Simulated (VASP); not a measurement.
A run of VASP 6.6.1 is set up as follows.

The input INCAR:

```
PREC     = Accurate       # precision mode
ENCUT    = 520            # plane-wave cutoff, eV
EDIFF    = 1E-6           # SCF threshold, eV
ISMEAR   = -1             # smearing method
SIGMA    = 0.1            # smearing width, eV
LREAL    = False          # projectors in reciprocal space
LASPH    = True           # aspherical terms in the spheres
NELM     = 100            # most SCF steps
ALGO     = Normal         # electronic algorithm
ISIF     = 2              # what is computed and relaxed
LWAVE    = False          # write WAVECAR
LCHARG   = False          # write CHGCAR
LDIPOL   = True         
IDIPOL   = 3            
DIPOL    = 0.5 0.5 0.500
GGA      = PE             # functional
NBANDS   = 26             # bands
```

Contents of KPOINTS:

```
Automatic mesh
0
Gamma
  4 4 1
```

Contents of POSCAR:

```
HgTe
1.0
    4.5459890000      0.0000000000      0.0000000000
    2.2729945000      3.9369419593      0.0000000000
    0.0000000000      0.0000000000     19.4956228320
Hg Te
2 2
Direct
    0.0000000000      0.0000000000      0.3334081735
    0.6666666667      0.6666666667      0.5237988324
    0.0000000000      0.0000000000      0.4762011676
    0.6666666667      0.6666666667      0.6665918265
```

Potentials or basis: VASP PAW PBE potentials, release 64 (Hg, Te).

Launch:

```bash
$ cat potpaw_PBE.64/Hg/POTCAR potpaw_PBE.64/Te/POTCAR > POTCAR
$ mpirun -np 1 vasp_std > vasp.out
```

Task: Predict the band gap on the k mesh.

Result: None (metal or under the smearing width).

Task: Estimate the largest force.

Result: 1.059 eV/Å.

Forces in eV/Å, atoms in the order of the input:
```
Hg   0.000  0.000 -1.059
Hg   0.000  0.000  0.879
Te   0.000  0.000  0.366
Te   0.000  0.000 -0.186
```

Caveat: the k mesh is coarse (spacing up to 0.40 Å⁻¹), so the values aren't converged. Spin-orbit coupling is left out, which matters for the levels of Hg, Te.
